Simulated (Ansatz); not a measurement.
Molecular dynamics on a 2×2×2 supercell (16 atoms) of KBr (rocksalt), relaxed with r2SCAN. Forces come from PBEsol in Ansatz: constant energy and volume (NVE), velocities drawn at 800 K, steps of 1 fs. Computed, non-magnetic; the trajectory is short and the cell small, so nothing here is a converged average.

```yaml
crystal:
  lattice:
    - [0.0, 6.6044956402, 6.6044956402]
    - [6.6044956402, 0.0, 6.6044956402]
    - [6.6044956402, 6.6044956402, 0.0]
  atoms:
    - { symbol: K, position: [0.0, 0.0, 0.0] }
    - { symbol: Br, position: [0.25, 0.25, 0.25] }
    - { symbol: K, position: [0.0, 0.0, 0.5] }
    - { symbol: Br, position: [0.25, 0.25, 0.75] }
    - { symbol: K, position: [0.0, 0.5, 0.0] }
    - { symbol: Br, position: [0.25, 0.75, 0.25] }
    - { symbol: K, position: [0.0, 0.5, 0.5] }
    - { symbol: Br, position: [0.25, 0.75, 0.75] }
    - { symbol: K, position: [0.5, 0.0, 0.0] }
    - { symbol: Br, position: [0.75, 0.25, 0.25] }
    - { symbol: K, position: [0.5, 0.0, 0.5] }
    - { symbol: Br, position: [0.75, 0.25, 0.75] }
    - { symbol: K, position: [0.5, 0.5, 0.0] }
    - { symbol: Br, position: [0.75, 0.75, 0.25] }
    - { symbol: K, position: [0.5, 0.5, 0.5] }
    - { symbol: Br, position: [0.75, 0.75, 0.75] }
kpoints:
  mp_grid: { grid: [2, 2, 2] }
hamiltonian:
  xc: pbesol
scf:
  occupations: { method: fermi_dirac, width: 0.069 }
md:
  ensemble: nve
  temperature: 800
  timestep: 1.0
  n_steps: 20
  initial_velocities: maxwell_boltzmann
  seed: 3648
```

Command: `ansatz run input.yaml --threads 4 --pin off --max-ram 3686MiB --backend cpu --events-out ev --progress --plain --runs-dir out`. Wall time 77 s on 4 threads of Arm Neoverse V1, on a shared host, load about 1.1 per core; peak host memory 1.5 GiB.

```
step  t (fs)  T (K)  free energy F from step 0 (meV/atom)  kinetic energy (meV/atom)  largest force (eV/Å)
   0       0    800                                   0.0                       96.9                  0.00
   1       1    800                                   0.0                       96.9                  0.02
   2       2    799                                   0.1                       96.8                  0.03
   3       3    798                                   0.3                       96.7                  0.05
   4       4    796                                   0.4                       96.5                  0.06
   5       5    794                                   0.7                       96.2                  0.08
   6       6    792                                   1.0                       95.9                  0.10
   7       7    789                                   1.4                       95.6                  0.11
   8       8    785                                   1.8                       95.2                  0.13
   9       9    782                                   2.2                       94.7                  0.14
  10      10    777                                   2.8                       94.2                  0.16
  11      11    773                                   3.3                       93.6                  0.18
  12      12    767                                   4.0                       93.0                  0.19
  13      13    762                                   4.6                       92.3                  0.21
  14      14    756                                   5.3                       91.6                  0.22
  15      15    750                                   6.1                       90.8                  0.24
  16      16    743                                   6.9                       90.0                  0.26
  17      17    736                                   7.8                       89.1                  0.27
  18      18    728                                   8.7                       88.2                  0.29
  19      19    720                                   9.7                       87.3                  0.31
  20      20    712                                  10.7                       86.3                  0.33
```

The temperature goes from 800 K to 712 K in 20 fs. The conserved energy stays within 0.00 meV an atom. By the last step the atoms have moved 0.12 Å in the root mean square, the drift of the whole cell taken out, 0.19 Å at most.

Positions (Å) and forces (eV/Å) at step 20:
```
K    0.102   0.017   0.169    -0.226  -0.016  -0.219
Br   3.263   3.358   3.267     0.167  -0.103   0.089
K    3.429   3.352   0.043    -0.158  -0.104  -0.123
Br   6.675   6.558   3.319    -0.107   0.046  -0.001
K    3.309  -0.029   3.216     0.018   0.019   0.128
Br   6.666   3.293   6.618    -0.040   0.021  -0.042
K    6.591   3.241   3.363     0.036   0.063  -0.068
Br   9.824   6.536   6.713     0.252   0.159  -0.118
K    0.134   3.343   3.220    -0.262  -0.013   0.082
Br   3.229   6.542   6.597     0.204   0.096  -0.043
K    3.186   6.590   3.322     0.089   0.105   0.037
Br   6.576   9.943   6.532     0.156  -0.025   0.067
K    3.303   3.314   6.595     0.025  -0.072   0.038
Br   6.513   6.626   9.887     0.086  -0.018   0.015
K    6.743   6.661   6.474    -0.269  -0.060   0.174
Br   9.903   9.946   9.911     0.028  -0.095  -0.014
```
